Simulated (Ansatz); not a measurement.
Rows from a G0W0 calculation on K vacancy plus Br vacancy in KBr (30-atom cell) (Ansatz 0.2.0; G0W0 on LDA, plane waves, PAW; 2×2×2 mesh, 1213 empty bands, screening to 90 eV), in eV. Spin-orbit coupling is left out.

```tsv
row	Σx	Σc	Vxc	Z
A	-19.24	2.33	-15.50	0.80
B	-3.67	-2.73	-7.46	0.86
C	-4.80	-2.93	-8.96	0.85
D	-3.36	-2.48	-6.74	0.86
E	-19.21	2.30	-15.51	0.80
F	-3.11	-2.59	-6.67	0.86
```

Which rows are filled states and which are empty ones, and how can one tell?

Filled: A and E. Empty: B, C, D and F. The sign of Σc tells: for a filled state bare exchange, which holds its interaction with itself, lies below Vxc (Σx − Vxc is -3.7 eV or lower here) and screening gives part back as a positive Σc. For an empty state Σx lies above Vxc (+3.4 eV or more) and the Coulomb hole leaves Σc negative.

[Paths, hosts, dates, memory and timing lines, banners, echoed tables and standing remarks are left out of the program output.]

[Logs are printed without paths, hosts, clocks, repeated set-up lines and the standing remarks that a program may print on its own settings, such as how far it seeks lower states.]

[Runs of the session that timed out or met a known fault of the program may be left out.]

[Cells called generated may have been cut or substituted from an entry of the Crystallography Open Database or the Materials Project.]

[Hosts, paths, dates, database ids (printed as entryN), source tags and the programs' standing remarks are cut or masked in the printed files.]
